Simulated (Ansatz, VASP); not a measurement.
# H: VASP beside Ansatz

Contents of INCAR:

```
SYSTEM = H
PREC = Accurate ; ENCUT = 520
EDIFF = 1E-7 ; ISMEAR = 0
SIGMA = 0.05 ; LREAL = .False.
LASPH = .True. ; NELM = 100
ALGO = Fast ; ISIF = 2
LWAVE = .False. ; LCHARG = .False.
GGA = PS ; NBANDS = 10
```

Contents of KPOINTS:

```
Automatic mesh
0
Gamma
  8 8 6
  0 0 0
```

File POSCAR:

```
H
1.0
    2.8260596468     -2.7651143917      0.0000000000
    2.8260596468      2.7651143917      0.0000000000
    0.0000000000      0.0000000000      3.5693105516
H
4
Direct
    0.9532956300      0.0467043700      0.0685088900
    0.4532956300      0.5467043700      0.4314911100
    0.5467043700      0.4532956300      0.5685088900
    0.0467043700      0.9532956300      0.9314911100
```

Input for Ansatz:

```yaml
crystal:
  lattice:
    - [2.8260596468, -2.7651143917, 0.0]
    - [2.8260596468, 2.7651143917, 0.0]
    - [0.0, 0.0, 3.5693105516]
  atoms:
    - { symbol: H, position: [0.95329563, 0.04670437, 0.06850889] }
    - { symbol: H, position: [0.45329563, 0.54670437, 0.43149111] }
    - { symbol: H, position: [0.54670437, 0.45329563, 0.56850889] }
    - { symbol: H, position: [0.04670437, 0.95329563, 0.93149111] }
basis:
  ecutwfc: 420
kpoints:
  mp_grid: { grid: [8, 8, 6] }
hamiltonian:
  xc: pbesol
scf:
  occupations: { method: gaussian, width: 0.05 }
output:
  forces: true
  stress: true
  eigenvalues: true
```

Alike in both runs: task single point; functional PBEsol; k mesh 8 × 8 × 6; occupations gaussian, width 0.05 eV; no spin polarisation.

```csv
,VASP,Ansatz
version,VASP 6.6.1,Ansatz 0.2.0
potentials or method,"VASP PAW PBE potentials, release 64 (H)","scalar-relativistic, plane waves, PAW"
plane-wave cutoff (eV),520,420
valence electrons in the cell,4,4
```

```tsv
	VASP	Ansatz	Ansatz less VASP
gap on the k mesh at the Fermi level (eV)	9.17	9.17	+0.002
least direct gap on the mesh (eV)	9.71	9.72	+0.002
pressure (GPa)	2.4	2.5	+0.17
largest component of the traceless stress (GPa)	2.48	2.50	+0.011
rms of the force components (eV/Å)	1.072	1.071	-0.0008
```

Atom by atom the forces differ by 0.001 eV/Å (rms over components).

Caveats: the PAW data sets were made with another functional, which shifts forces and pressure a little (VASP). A k mesh can miss the band edges.
